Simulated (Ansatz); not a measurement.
Sr: single point with revPBE+D3(BJ)

Sr:

```
Sr
1.0
    -2.43500    2.43500    2.43500
     2.43500   -2.43500    2.43500
     2.43500    2.43500   -2.43500
Sr
1
Direct
  0.00000 0.00000 0.00000
```

This isn't the form of Sr at room conditions, which is fcc.

```yaml
Program: Ansatz 0.2.0
Task: single point
Functional: revPBE
Dispersion: D3(BJ)
Potentials_or_basis: SPMS NC
Cutoff: "354 eV (not typed: the program's choice for these potentials)"
k_mesh: 8 × 8 × 8
Occupations: fermi-dirac, width 0.05 eV
Spin: no spin polarisation
```

```
Pressure               : -1.1 GPa
Band gap on the k mesh : none (metal or under the smearing width)
```

Levels at points of the mesh, in eV from the Fermi level:
```csv
k point,band 3,band 4,band 5,band 6,band 7,band 8
"(0.00, 0.00, 0.00)",-18.64,-18.64,-3.55,2.38,2.38,2.38
"(0.00, 0.00, -0.50)",-18.69,-18.64,-0.94,0.12,1.27,3.45
"(-0.50, -0.50, -0.50)",-18.75,-18.75,-0.05,-0.05,3.39,3.39
```

It took 0.38 s on 1 thread of AMD EPYC 9R45 96-Core Processor (Zen 5) (shared host), peak memory 0.3 GiB.

Caveat: the potentials were made for another functional, which shifts forces and pressure; the cell was measured hot, at 901 K; pairwise dispersion overbinds metals, which lowers pressure and volume.
